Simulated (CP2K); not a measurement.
Runs of CP2K 2026.2 on TiO2. The typed cell holds 9 atoms: a = 5.291 Å, b = 5.291 Å, c = 6.133 Å, α = 90.00°, β = 90.00°, γ = 120.00°. The cell comes from a database or a generator and needn't be the stable form of this composition.

```tsv
level	cutoff of the non-local correlation (Ry)	gap on the mesh (eV)	pressure (GPa)	largest force (eV/Å)
LDA	-	(a)	15.6	41.66
rev-vdW-DF2	300	3.16	19.6	41.72
PBE	-	3.17	20.6	41.44
RPBE	-	3.18	22.8	41.34
HLE16	-	(b)	0.2	33.43
HLE17	-	3.03	6.8	37.54
PBEsol	-	3.17	17.9	(c)
```

Alike in all rows: task single point; potentials or basis POTENTIAL_UZH Ti GTH-PBE-q12, O GTH-PBE-q6; DZVP-MOLOPT-PBE-GTH basis; no spin polarisation; cell all atoms moved at random; k mesh 5 × 5 × 4; smearing fermi-dirac 0.05 eV.

Q: Fill in the values left out.

A: (a) 3.14; (b) 2.71; (c) 41.46.

Caveats: an odd mesh through Γ misses points on the zone boundary, where band edges often lie; the basis of atomic orbitals isn't converged, which shifts pressures, moduli and gaps; the potentials were made for another functional, which shifts forces and pressure (some runs); the potentials were made for a functional far from this one (some runs); forces of over 1 eV/Å show positions far from the minimum, so gaps and moduli don't describe the material at rest (some runs).
